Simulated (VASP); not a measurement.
## Cs2SnI6: relaxation of cell and atoms with PBE+D3(BJ)

The system is Cs2SnI6.

```
Cs Sn I
1.0
     0.00000    5.81380    5.81380
     5.81380    0.00000    5.81380
     5.81380    5.81380    0.00000
Cs Sn I
2 1 6
Direct
  0.25000 0.25000 0.25000
  0.75000 0.75000 0.75000
  0.00000 0.00000 0.00000
  0.75464 0.24536 0.24536
  0.24536 0.75464 0.24536
  0.24536 0.75464 0.75464
  0.75464 0.24536 0.75464
  0.24536 0.24536 0.75464
  0.75464 0.75464 0.24536
```

```yaml
Program: VASP 6.6.1
Task: relaxation of cell and atoms
Functional: PBE
Dispersion: D3(BJ)
Potentials_or_basis: VASP PAW PBE potentials, release 64 (Cs_sv, Sn_d, I)
Cutoff: 600 eV
k_mesh: 6 × 6 × 6
Occupations: gaussian, width 0.03 eV
Spin: no spin polarisation
Further_INCAR_settings: ALGO = Normal; EDIFF = 1e-06; IBRION = 2; EDIFFG = -0.01; NSW = 90; ISIF = 3
```

```
Relaxed volume                         : 43.86 Å³/atom
Relaxed cell                           : a = 8.234 Å, b = 8.234 Å, c = 8.234 Å, α = 60.00°, β = 60.00°, γ = 60.00°
Space group after relaxing (to 0.05 Å) : Fm-3m (No. 225)
Energy gained by relaxing              : 3.8 meV/atom
Ionic steps                            : 11
Pressure after relaxing                : 0.0 GPa
Band gap on the k mesh                 : none (metal or under the smearing width)
Dispersion energy per atom             : -0.277 eV
```

The path:
| step | energy change (eV) | largest force (eV/Å) | pressure (GPa) | volume (Å³) |
| --- | --- | --- | --- | --- |
| 1 | 0.0000 | 0.2869 | 0.58 | 393.02 |
| 2 | -0.0275 | 0.0597 | -0.09 | 402.08 |
| 3 | -0.0275 | 0.0602 | -0.10 | 402.06 |
| 4 | -0.0275 | 0.0643 | -0.08 | 401.88 |
| 5 | -0.0291 | 0.0566 | -0.06 | 400.77 |
| 6 | -0.0327 | 0.0356 | -0.01 | 397.46 |
| 7 | -0.0323 | 0.0164 | 0.09 | 390.89 |
| 8 | -0.0338 | 0.0133 | 0.03 | 394.41 |
| 9 | -0.0338 | 0.0120 | 0.03 | 394.26 |
| 10 | -0.0338 | 0.0123 | -0.03 | 395.15 |
| 11 | -0.0339 | 0.0001 | 0.01 | 394.70 |

Final structure:
```yaml
crystal:
  lattice:
    - [0.00000, 5.82209, 5.82209]
    - [5.82209, 0.00000, 5.82209]
    - [5.82209, 5.82209, 0.00000]
  atoms:
    - { symbol: Cs, position: [0.25000, 0.25000, 0.25000] }
    - { symbol: Cs, position: [0.75000, 0.75000, 0.75000] }
    - { symbol: Sn, position: [0.00000, 0.00000, 0.00000] }
    - { symbol: I, position: [0.75142, 0.24858, 0.24858] }
    - { symbol: I, position: [0.24858, 0.75142, 0.24858] }
    - { symbol: I, position: [0.24858, 0.75142, 0.75142] }
    - { symbol: I, position: [0.75142, 0.24858, 0.75142] }
    - { symbol: I, position: [0.24858, 0.24858, 0.75142] }
    - { symbol: I, position: [0.75142, 0.75142, 0.24858] }
```

Levels at points of the mesh, in eV from the Fermi level:
| k point | band 35 | band 36 | band 37 | band 38 | band 39 | band 40 |
| --- | --- | --- | --- | --- | --- | --- |
| (0.00, 0.00, 0.00) | -0.06 | -0.02 | -0.02 | -0.02 | 3.89 | 3.89 |
| (0.50, 0.00, 0.00) | -0.43 | -0.31 | -0.31 | 0.96 | 3.36 | 4.97 |
| (0.50, 0.50, 0.00) | -0.72 | -0.63 | -0.05 | 1.32 | 4.40 | 4.40 |

Run time: 23 min on 2 MPI ranks on Intel(R) Xeon(R) Platinum 8488C (Sapphire Rapids), on a shared host, peak memory 0.91 GiB a rank.

Caveat: pairwise dispersion overbinds metals, which lowers pressure and volume. The run has no spin-orbit coupling, so splittings on Cs, I are missing.
